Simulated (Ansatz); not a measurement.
Li3N:
```yaml
crystal:
  lattice:
    - [3.63436, 0.00000, 0.00000]
    - [-1.81718, 3.14745, 0.00000]
    - [0.00000, 0.00000, 3.86478]
  atoms:
    - { symbol: Li, position: [0.00000, 0.00000, 0.50000] }
    - { symbol: Li, position: [0.33333, 0.66667, 0.00000] }
    - { symbol: Li, position: [0.66667, 0.33333, 0.00000] }
    - { symbol: N, position: [0.00000, 0.00000, 0.00000] }
```

x, y and z are the axes in which the lattice vectors are written.

Give the high-frequency dielectric tensor and the Born effective charge tensors of the independent atoms from DFPT, plane-wave PAW PBE (Ansatz code).


ε∞:
```
6.02  0.00  0.00
0.00  6.02  0.00
0.00  0.00  5.61
```
Z* of atom 1 (Li), rows: field, columns: displacement, in e:
```
0.86  0.00  0.00
0.00  0.86  0.00
0.00  0.00  1.07
```
Z* of atom 2 (Li), rows: field, columns: displacement, in e:
```
0.93  0.00  0.00
0.00  0.93  0.00
0.00  0.00  0.39
```
Z* of atom 4 (N), rows: field, columns: displacement, in e:
```
-2.72   0.00   0.00
 0.00  -2.72   0.00
 0.00   0.00  -1.85
```

Static charges for comparison (Bader): Li1 +0.83, Li2 +0.82, N4 -2.48 e. Born charges measure polarisation by displacement and can exceed these by far.

Space group P6/mmm. Symmetry was held in the PBE relaxation. At this level the phase is dynamically unstable (imaginary phonons).

Potentials: the later of the program's two PAW sets.
